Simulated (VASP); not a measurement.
## BaS (rocksalt), PBE relaxation of cell and atoms: Ansatz's output and VASP's

Start cell

```
CELL_PARAMETERS angstrom
0.00000 3.26125 3.26125
3.26125 0.00000 3.26125
3.26125 3.26125 0.00000
ATOMIC_POSITIONS crystal
Ba 0.00000 0.00000 0.00000
S 0.50000 0.50000 0.50000
```

Ansatz printed

```
basis re-selected at this cell: Δ(F+E_penalty+E_count) = +2.647e-5 eV, ΔP = +0.001 GPa vs the last step (what re-selecting the basis moved, of the pressure what is left beyond the Pulay correction that the steps carried, after the strain that the cell walked since its last selection, with what the two solves' SCF thresholds leave and, on support functions, any second-order correction that the steps lacked; it is no measure of the basis error at this ecutwfc). This SCF's stress stands 2.15e-2 GPa from its target on what of the cell is left free (relax.cell.stress_tol is 5.00e-2 GPa) and its largest allowed force component is 1.37e-29 eV/Å (relax.f_tol is 5.00e-3 eV/Å): within both
SCF converged after 6 iterations
Free energy (F): -6855.864021 eV
Harris-Foulkes:  -6855.864021 eV  (|F-HF|=3.64e-12)
Internal energy: -6855.864021 eV  (E = F + TS)
E sigma→0 (E₀):  -6855.864021 eV
Fermi energy:    6.724590 eV
--- Per-component energies (eV) ---
  E_band       = -54.230690
  E_kinetic    = 275.968335
  E_local      = -409.484119  (includes V_loc(G=0)·N_el)
  E_nonlocal   = 85.118301
  E_hartree    = 129.763994
  E_xc         = -266.477271
  E_vxc        = -224.679745  (∫ρ·V_xc dr)
  E_paw        = -5826.080106  (= ΣΔE_a)
  E_vpaw       = -40.681450  (= ΣTr[D̂ρ^β])
  E_aug_tail   = -0.000000  (compensation charges beyond the density's cutoff)
  E_ewald      = -844.673155
  E_smearing   = -0.000000  (= −TS)
  E_closure    = 0.000000  (closes the sum)
  Σ components = -6855.864021   (vs F -6855.864021, Δ=0.00e0)
--- Forces (eV/Å), atoms counted from 1 ---
  atom   1  Ba    -0.00000000     0.00000000    -0.00000000
  atom   2  S      0.00000000    -0.00000000    -0.00000000
  max |Σ_I F_I| component: 2.31e-29 eV/Å
--- Stress (GPa, compression-positive) ---
       -0.021457      -0.000000      -0.000000
       -0.000000      -0.021457      -0.000000
       -0.000000      -0.000000      -0.021457
  P = ⅓ Tr σ = -0.0215 GPa (-0.215 kbar)
--- Relaxed structure (3 steps of the walk, 3 accepted, 1 SCFs on fresh bases) ---
  F+E_penalty+E_count = -6855.86402053 eV   max|allowed force component| = 1.367e-29 eV/Å   (the final SCF, on the basis selected at the relaxed cell)
  cell:  # Å, volume = 66.4489 Å³
    - [-5.09537203289559e-35, 3.214789301376959, 3.214789301376959]
    - [3.214789301376959, 3.8215290246716924e-34, 3.214789301376959]
    - [3.214789301376959, 3.214789301376959, 5.35014063454037e-34]
  atoms:
    - { symbol: Ba, position: [-2.0669217645351166e-34, 2.3129838793607044e-34, 1.624009957849081e-34] }
    - { symbol: S, position: [0.49999999999999994, 0.49999999999999994, 0.49999999999999994] }
```

Datasets and cutoffs are each program's own. VASP's cell holds 16 valence electrons and Ansatz's 16.

What does VASP give for the same cell and level of theory?

relaxed cell vector lengths 4.566, 4.566, 4.566 Å; relaxed cell volume 67.30 Å³.

From OUTCAR

```
k-points           NKPTS =     16   k-points in BZ     NKDIM =     16   number of bands    NBANDS=     15

   NELECT =      16.0000    total number of electrons

   dimension x,y,z NGX =    36 NGY =   36 NGZ =   36
   dimension x,y,z NGXF=    72 NGYF=   72 NGZF=   72

  energy-cutoff  :      600.00
  volume of cell :       67.30
      direct lattice vectors                 reciprocal lattice vectors
     0.000000000  3.228474140  3.228474140    -0.154871923  0.154871923  0.154871923
     3.228474140  0.000000000  3.228474140     0.154871923 -0.154871923  0.154871923
     3.228474140  3.228474140  0.000000000     0.154871923  0.154871923 -0.154871923

 k-points in reciprocal lattice and weights: KPOINTS created by Atomic Simulation Env
   0.00000000  0.00000000  0.00000000       0.005
   0.16666667  0.00000000  0.00000000       0.037
   0.33333333  0.00000000  0.00000000       0.037
   0.50000000  0.00000000  0.00000000       0.019
   0.16666667  0.16666667  0.00000000       0.028
   0.33333333  0.16666667  0.00000000       0.111
   0.50000000  0.16666667  0.00000000       0.111
  -0.33333333  0.16666667  0.00000000       0.111
   ...

 E-fermi :   1.7603

 k-point     1 :       0.0000    0.0000    0.0000
  band No.  band energies     occupation
      1     -24.8900      2.00000
      2      -9.9499      2.00000
      3      -9.9499      2.00000
      4      -9.9499      2.00000
      5      -9.0219      2.00000
      6       1.2890      2.00000
      7       1.2890      2.00000
      8       1.2890      2.00000
      9       4.7331      0.00000
     10       5.1508      0.00000
     11       5.1508      0.00000
     12       5.1508      0.00000
     13       6.0429      0.00000
     14       6.0429      0.00000
     15       9.9664      0.00000

 k-point     2 :       0.1667    0.0000    0.0000
  band No.  band energies     occupation
      1     -24.8806      2.00000
      2     -10.3254      2.00000
      3      -9.9588      2.00000
      4      -9.9588      2.00000
      5      -8.6232      2.00000
      6       0.6583      2.00000
      7       0.9673      2.00000
      8       0.9673      2.00000
      9       5.1727      0.00000
     10       5.5439      0.00000
     11       5.5439      0.00000
     12       5.6993      0.00000
     13       6.7812      0.00000
     14       6.7812      0.00000
     15      10.9789      0.00000

 k-point     3 :       0.3333    0.0000    0.0000
  band No.  band energies     occupation
      1     -24.8616      2.00000
      2     -10.7756      2.00000
      3      -9.9763      2.00000
      4      -9.9763      2.00000
      5      -8.1229      2.00000
      6      -0.2224      2.00000
      7       0.4687      2.00000
      8       0.4687      2.00000
      9       5.7090      0.00000
     10       6.5849      0.00000
     11       6.5849      0.00000
     12       7.1272      0.00000
     13       8.4509      0.00000
     14       8.4509      0.00000
     15      11.4382      0.00000

 k-point     4 :       0.5000    0.0000    0.0000
  band No.  band energies     occupation
      1     -24.8521      2.00000
      2     -10.9477      2.00000
      3      -9.9850      2.00000
      4      -9.9850      2.00000
      5      -7.9234      2.00000
      6      -0.5776      2.00000
      7       0.2631      2.00000
      8       0.2631      2.00000
      9       6.7195      0.00000
     10       6.8801      0.00000
     11       7.4715      0.00000
     12       7.4715      0.00000
     13       9.9657      0.00000
     14       9.9658      0.00000
     15      10.1631      0.00000

 k-point     5 :       0.1667    0.1667    0.0000
  band No.  band energies     occupation
      1     -24.8775      2.00000
      2     -10.3144      2.00000
      3      -9.9926      2.00000
      4      -9.9926      2.00000
      5      -8.6071      2.00000
      6       0.3245      2.00000
      7       1.1740      2.00000
      8       1.1740      2.00000
      9       4.5596      0.00000
     10       5.4024      0.00000
     11       6.0355      0.00000
     12       6.0355      0.00000
     13       6.2710      0.00000
     14       7.8349      0.00000
     15      11.2727      0.00000

 k-point     6 :       0.3333    0.1667    0.0000
  band No.  band energies     occupation
      1     -24.8619      2.00000
      2     -10.6037      2.00000
      3     -10.0227      2.00000
      4     -10.0178      2.00000
      5      -8.3431      2.00000
      6      -0.0394      2.00000
      7       0.7463      2.00000
      8       0.8678      2.00000
      9       4.6023      0.00000
     10       6.4396      0.00000
     11       6.9283      0.00000
     12       7.0116      0.00000
     13       7.1913      0.00000
     14       9.2009      0.00000
     15      11.5375      0.00000

 ...

  Total        0.0002250      0.0002250      0.0002250      0.0000000     -0.0000000      0.0000000
  in kB        0.0053573      0.0053573      0.0053573      0.0000000     -0.0000000      0.0000000
  external PRESSURE =       0.0053573 kB  Pullay stress =       0.0000000 kB

 POSITION                                       TOTAL-FORCE (eV/Angst)
 -----------------------------------------------------------------------------------
      0.00000      0.00000      0.00000         0.000000      0.000000      0.000000
      3.22847      3.22847      3.22847        -0.000000     -0.000000     -0.000000
 -----------------------------------------------------------------------------------
    total drift:                                0.000000      0.000000      0.000000

  FREE ENERGIE OF THE ION-ELECTRON SYSTEM (eV)
  ---------------------------------------------------
  free  energy   TOTEN  =       -10.1945399691 eV

  energy  without entropy=      -10.1945399691  energy(sigma->0) =      -10.19453997
```
